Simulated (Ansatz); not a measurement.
Runs of Ansatz 0.2.0 on Y. The structure is cubic, space group Fm-3m (No. 225). Conventional cell: a = 5.104 Å, b = 5.104 Å, c = 5.104 Å, α = 90.00°, β = 90.00°, γ = 90.00°. Around Y (site symmetry m-3m) lie 12 Y at 3.61 Å. This isn't the form of Y at room conditions, which is hcp.

```tsv
task	level	U	smearing	gap on the mesh (eV)	pressure (GPa)
single point	LDA+U	Y d U = 4 eV	fermi-dirac 0.05 eV	none	2.4
density of states	LDA	-	gaussian 0.1 eV	none	(b)
single point	LDA+U	Y d U = 5 eV	fermi-dirac 0.05 eV	none	4.4
single point	LDA+U	Y d U = 8 eV	fermi-dirac 0.05 eV	none	(a)
single point	LDA+U	Y d U = 3 eV	fermi-dirac 0.05 eV	none	0.4
```

Alike in all rows: potentials or basis all-electron LAPW, scalar-relativistic; no spin polarisation; cell as given; k mesh 9 × 9 × 9; cutoff (eV) 129; basis error allowed 0.001 eV/atom.

Question: Estimate the missing entries.

Answer: (a) 13.1; (b) -4.4.

Caveats: U is the effective U less J, on atomic orbitals that reach past the spheres (some runs); U without spin polarisation on a metal has little footing (some runs); the U is typed as a test and isn't derived for this compound (some runs).

A k mesh can miss the band edges, and the runs leave out spin-orbit coupling on Y.

A gap of «none» marks a metal or a gap under the smearing width.

Not every run made on this cell is shown here.
